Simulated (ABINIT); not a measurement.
# HfC (Fm-3m) in ABINIT: equation of state

Aim: energy against volume of HfC in PBE, for its equilibrium volume and stiffness.

Program: ABINIT 10.8.3 (patched build). These are calculated values, not measurements. Logs are shortened: lines on timing, memory, paths and dates and some standing lists are left out, and cuts for length are marked. The log counts tension as positive stress, the text compression.

## 1. The crystal as given

Symmetry: Fm-3m, No. 225, cubic system. The conventional cell has a = 4.650 Å, b = 4.650 Å, c = 4.650 Å, α = 90.00°, β = 90.00°, γ = 90.00°. Around Hf (site symmetry m-3m) lie 6 C at 2.33 Å. C (site symmetry m-3m) has 6 Hf at 2.33 Å as nearest neighbours.

## 2. Equation of state, PBE

The input, run.abi:

```
# Datasets: one volume each
ndtset 7
getwfk -1
scalecart1 3*0.9795861087
scalecart2 3*0.9864848297
scalecart3 3*0.9932883884
scalecart4 3*1.0000000000
scalecart5 3*1.0066227096
scalecart6 3*1.0131594038
scalecart7 3*1.0196128224

# Pseudopotentials
pp_dirpath "./"
pseudos "Hf.GGA_PBE-JTH.xml, C.GGA_PBE-JTH.xml"

# Structure
acell 6.2135074315 6.2135074315 6.2135074315
rprim
     0.0000000000     0.7071067812     0.7071067812
     0.7071067812     0.0000000000     0.7071067812
     0.7071067812     0.7071067812     0.0000000000
ntypat 2
znucl 72 6
natom 2
typat 1 2
xred
     0.5000000000     0.5000000000     0.5000000000
     0.0000000000     0.0000000000     0.0000000000

# Plane-wave basis
ecut 517.016339 eV
pawecutdg 38.0

# k points
kptopt 1
ngkpt 10 10 10
nshiftk 1
shiftk 0.0 0.0 0.0

# Exchange and correlation
ixc 11

# Bands and occupations
nband 12
occopt 3
tsmear 0.05 eV

# SCF cycle
nstep 100
tolvrs 1.0e-9

# Output
iomode 3
prtwf 1
prtden 0
prteig 0
prtebands 0
enunit 2
```

Potentials or basis: JTH PAW PBE v2.0.

Launch:

```bash
> abinit run.abi > log 2>&1
```

run.abo:

```text
.Version 10.8.3 of ABINIT
 DATASET    1 : space group Fm -3 m (#225); Bravais cF (face-center cubic)
================================================================================
 Values of the parameters that define the memory need for DATASET  1.
     intxc =       0    ionmov =       0      iscf =      17    lmnmax =      18
     lnmax =       6     mgfft =      24  mpssoang =       3    mqgrid =    3001
     natom =       2  nloc_mem =       2    nspden =       1   nspinor =       1
    nsppol =       1      nsym =      48    n1xccc =       1    ntypat =       2
    occopt =       3   xclevel =       2
       mpw =         642          nfft =       13824          nkpt =          47
 PAW method is used; the additional fine FFT grid is defined by:
   mgfftf=        36    nfftf =     46656
================================================================================
================================================================================
[... 71 lines left out ...]
 DATASET    7 : space group Fm -3 m (#225); Bravais cF (face-center cubic)
================================================================================
 Values of the parameters that define the memory need for DATASET  7.
     intxc =       0    ionmov =       0      iscf =      17    lmnmax =      18
     lnmax =       6     mgfft =      27  mpssoang =       3    mqgrid =    3001
     natom =       2  nloc_mem =       2    nspden =       1   nspinor =       1
    nsppol =       1      nsym =      48    n1xccc =       1    ntypat =       2
    occopt =       3   xclevel =       2
       mpw =         728          nfft =       19683          nkpt =          47
 PAW method is used; the additional fine FFT grid is defined by:
   mgfftf=        36    nfftf =     46656
================================================================================
================================================================================

--------------------------------------------------------------------------------
------------- Echo of variables that govern the present computation ------------
--------------------------------------------------------------------------------
 -outvars: echo values of preprocessed input variables --------
            acell      6.2135074315E+00  6.2135074315E+00  6.2135074315E+00 Bohr
              amu      1.78490000E+02  1.20110000E+01
             ecut      1.90000000E+01 Hartree
           enunit           2
           getwfk          -1
              ixc          11
           jdtset        1    2    3    4    5    6    7
         kptrlatt       10    0    0      0   10    0      0    0   10
          kptrlen1     6.08666557E+01
          kptrlen2     6.12953082E+01
          kptrlen3     6.17180478E+01
          kptrlen4     6.21350743E+01
          kptrlen5     6.25465769E+01
          kptrlen6     6.29527348E+01
          kptrlen7     6.33537185E+01
            natom           2
            nband          12
           ndtset           7
            ngfft1         24      24      24
            ngfft2         27      27      27
            ngfft3         27      27      27
            ngfft4         27      27      27
            ngfft5         27      27      27
            ngfft6         27      27      27
            ngfft7         27      27      27
          ngfftdg          36      36      36
             nkpt          47
            nstep         100
             nsym          48
           ntypat           2
           occopt           3
        pawecutdg      3.80000000E+01 Hartree
         pawxcdev           0
           prtden           0
        prtebands           0
           prteig           0
            rprim1     0.0000000000E+00  6.9267198023E-01  6.9267198023E-01
                       6.9267198023E-01  0.0000000000E+00  6.9267198023E-01
                       6.9267198023E-01  6.9267198023E-01  0.0000000000E+00
            rprim2     0.0000000000E+00  6.9755011263E-01  6.9755011263E-01
                       6.9755011263E-01  0.0000000000E+00  6.9755011263E-01
                       6.9755011263E-01  6.9755011263E-01  0.0000000000E+00
            rprim3     0.0000000000E+00  7.0236095512E-01  7.0236095512E-01
                       7.0236095512E-01  0.0000000000E+00  7.0236095512E-01
                       7.0236095512E-01  7.0236095512E-01  0.0000000000E+00
            rprim4     0.0000000000E+00  7.0710678120E-01  7.0710678120E-01
                       7.0710678120E-01  0.0000000000E+00  7.0710678120E-01
                       7.0710678120E-01  7.0710678120E-01  0.0000000000E+00
            rprim5     0.0000000000E+00  7.1178974407E-01  7.1178974407E-01
                       7.1178974407E-01  0.0000000000E+00  7.1178974407E-01
                       7.1178974407E-01  7.1178974407E-01  0.0000000000E+00
            rprim6     0.0000000000E+00  7.1641188486E-01  7.1641188486E-01
                       7.1641188486E-01  0.0000000000E+00  7.1641188486E-01
                       7.1641188486E-01  7.1641188486E-01  0.0000000000E+00
            rprim7     0.0000000000E+00  7.2097514092E-01  7.2097514092E-01
                       7.2097514092E-01  0.0000000000E+00  7.2097514092E-01
                       7.2097514092E-01  7.2097514092E-01  0.0000000000E+00
          spgroup         225
           tolvrs      1.00000000E-09
           tsmear      1.83746611E-03 Hartree
            typat      1  2
           useylm           1
           xangst1     2.2775377012E+00  2.2775377012E+00  2.2775377012E+00
                       0.0000000000E+00  0.0000000000E+00  0.0000000000E+00
           xangst2     2.2935772275E+00  2.2935772275E+00  2.2935772275E+00
                       0.0000000000E+00  0.0000000000E+00  0.0000000000E+00
           xangst3     2.3093955015E+00  2.3093955015E+00  2.3093955015E+00
                       0.0000000000E+00  0.0000000000E+00  0.0000000000E+00
           xangst4     2.3249999985E+00  2.3249999985E+00  2.3249999985E+00
                       0.0000000000E+00  0.0000000000E+00  0.0000000000E+00
           xangst5     2.3403977983E+00  2.3403977983E+00  2.3403977983E+00
                       0.0000000000E+00  0.0000000000E+00  0.0000000000E+00
           xangst6     2.3555956123E+00  2.3555956123E+00  2.3555956123E+00
                       0.0000000000E+00  0.0000000000E+00  0.0000000000E+00
           xangst7     2.3705998105E+00  2.3705998105E+00  2.3705998105E+00
                       0.0000000000E+00  0.0000000000E+00  0.0000000000E+00
            xcart1     4.3039224968E+00  4.3039224968E+00  4.3039224968E+00
                       0.0000000000E+00  0.0000000000E+00  0.0000000000E+00
            xcart2     4.3342328087E+00  4.3342328087E+00  4.3342328087E+00
                       0.0000000000E+00  0.0000000000E+00  0.0000000000E+00
            xcart3     4.3641250143E+00  4.3641250143E+00  4.3641250143E+00
                       0.0000000000E+00  0.0000000000E+00  0.0000000000E+00
            xcart4     4.3936132399E+00  4.3936132399E+00  4.3936132399E+00
                       0.0000000000E+00  0.0000000000E+00  0.0000000000E+00
            xcart5     4.4227108644E+00  4.4227108644E+00  4.4227108644E+00
                       0.0000000000E+00  0.0000000000E+00  0.0000000000E+00
            xcart6     4.4514305706E+00  4.4514305706E+00  4.4514305706E+00
                       0.0000000000E+00  0.0000000000E+00  0.0000000000E+00
            xcart7     4.4797843960E+00  4.4797843960E+00  4.4797843960E+00
                       0.0000000000E+00  0.0000000000E+00  0.0000000000E+00
             xred      5.0000000000E-01  5.0000000000E-01  5.0000000000E-01
                       0.0000000000E+00  0.0000000000E+00  0.0000000000E+00
            znucl       72.00000    6.00000

================================================================================

 chkinp: Checking input parameters for consistency, jdtset=   1.

 chkinp: Checking input parameters for consistency, jdtset=   2.
[... 40 lines left out ...]
 getcut: wavevector=  0.0000  0.0000  0.0000  ngfft=  36  36  36
         ecut(hartree)=     38.000   => boxcut(ratio)=   2.13141

--- Pseudopotential description ------------------------------------------------
- pspini: atom type   1  psp file is ./Hf.GGA_PBE-JTH.xml
 Pseudopotential format is: paw10
 basis_size (lnmax)=  6 (lmn_size= 18), orbitals=   0   0   1   1   2   2
 Spheres core radius: rc_sph= 2.41119446
 Shapefunction is SIN type: shapef(r)=[sin(pi*r/rshp)/(pi*r/rshp)]**2
 Radius for shape functions =  2.41119446
 Compensation charge density is not taken into account in XC energy/potential

- pspini: atom type   2  psp file is ./C.GGA_PBE-JTH.xml
 Pseudopotential format is: paw10
 basis_size (lnmax)=  4 (lmn_size=  8), orbitals=   0   0   1   1
 Spheres core radius: rc_sph= 1.50736703
 Shapefunction is SIN type: shapef(r)=[sin(pi*r/rshp)/(pi*r/rshp)]**2
 Radius for shape functions =  1.30052589
 Compensation charge density is not taken into account in XC energy/potential

   1.55524723E+03                                ecore*ucvol(ha*bohr**3)
--------------------------------------------------------------------------------

================================================================================

--- !BeginCycle
iteration_state: {dtset: 1, }
solver: {iscf: 17, nstep: 100, nline: 4, wfoptalg: 10, }
tolerances: {tolvrs: 1.00E-09, }
...
[... 1277 lines left out ...]
-Cartesian components of stress tensor (GPa)         [Pressure= -1.2365E+01 GPa]
- sigma(1 1)=  1.23650167E+01  sigma(3 2)=  0.00000000E+00
- sigma(2 2)=  1.23650167E+01  sigma(3 1)=  0.00000000E+00
- sigma(3 3)=  1.23650167E+01  sigma(2 1)=  0.00000000E+00

== END DATASET(S) ==============================================================
================================================================================

 -outvars: echo values of variables after computation  --------
            acell      6.2135074315E+00  6.2135074315E+00  6.2135074315E+00 Bohr
           etotal1    -5.5848479254E+01
           etotal2    -5.5850067400E+01
           etotal3    -5.5850997237E+01
           etotal4    -5.5851303684E+01
           etotal5    -5.5851061872E+01
           etotal6    -5.5850311150E+01
           etotal7    -5.5849123873E+01
            fcart1    -0.0000000000E+00 -0.0000000000E+00 -0.0000000000E+00
                      -0.0000000000E+00 -0.0000000000E+00 -0.0000000000E+00
            fcart2    -0.0000000000E+00 -0.0000000000E+00 -0.0000000000E+00
                      -0.0000000000E+00 -0.0000000000E+00 -0.0000000000E+00
            fcart3    -0.0000000000E+00 -0.0000000000E+00 -0.0000000000E+00
                      -0.0000000000E+00 -0.0000000000E+00 -0.0000000000E+00
            fcart4    -0.0000000000E+00 -0.0000000000E+00 -0.0000000000E+00
                      -0.0000000000E+00 -0.0000000000E+00 -0.0000000000E+00
            fcart5    -0.0000000000E+00 -0.0000000000E+00 -0.0000000000E+00
                      -0.0000000000E+00 -0.0000000000E+00 -0.0000000000E+00
[... 38 lines left out ...]
                       0.0000000000E+00  0.0000000000E+00  0.0000000000E+00
           xangst1     2.2775377012E+00  2.2775377012E+00  2.2775377012E+00
                       0.0000000000E+00  0.0000000000E+00  0.0000000000E+00
           xangst2     2.2935772275E+00  2.2935772275E+00  2.2935772275E+00
                       0.0000000000E+00  0.0000000000E+00  0.0000000000E+00
           xangst3     2.3093955015E+00  2.3093955015E+00  2.3093955015E+00
                       0.0000000000E+00  0.0000000000E+00  0.0000000000E+00
           xangst4     2.3249999985E+00  2.3249999985E+00  2.3249999985E+00
                       0.0000000000E+00  0.0000000000E+00  0.0000000000E+00
           xangst5     2.3403977983E+00  2.3403977983E+00  2.3403977983E+00
                       0.0000000000E+00  0.0000000000E+00  0.0000000000E+00
           xangst6     2.3555956123E+00  2.3555956123E+00  2.3555956123E+00
                       0.0000000000E+00  0.0000000000E+00  0.0000000000E+00
           xangst7     2.3705998105E+00  2.3705998105E+00  2.3705998105E+00
                       0.0000000000E+00  0.0000000000E+00  0.0000000000E+00
             xred      5.0000000000E-01  5.0000000000E-01  5.0000000000E-01
                       0.0000000000E+00  0.0000000000E+00  0.0000000000E+00
 Calculation completed.
```

It took 77 s on 1 thread of Arm Neoverse V1, shared host; peak memory 0.14 GiB.

Results:

```yaml
Equilibrium_volume: 12.58 Å³/atom
Bulk_modulus: 238 GPa
Pressure_derivative_of_the_bulk_modulus: "4.0 (rough: it moves with the points fitted)"
```

Energy against volume, from the lowest point:
```csv
volume (Å³/atom),energy (meV/atom)
11.814,38.43
12.065,16.82
12.317,4.17
12.568,0.00
12.819,3.29
13.071,13.50
13.322,29.66
```

Caveat: pressures at fixed basis lie under the slope of the energies.
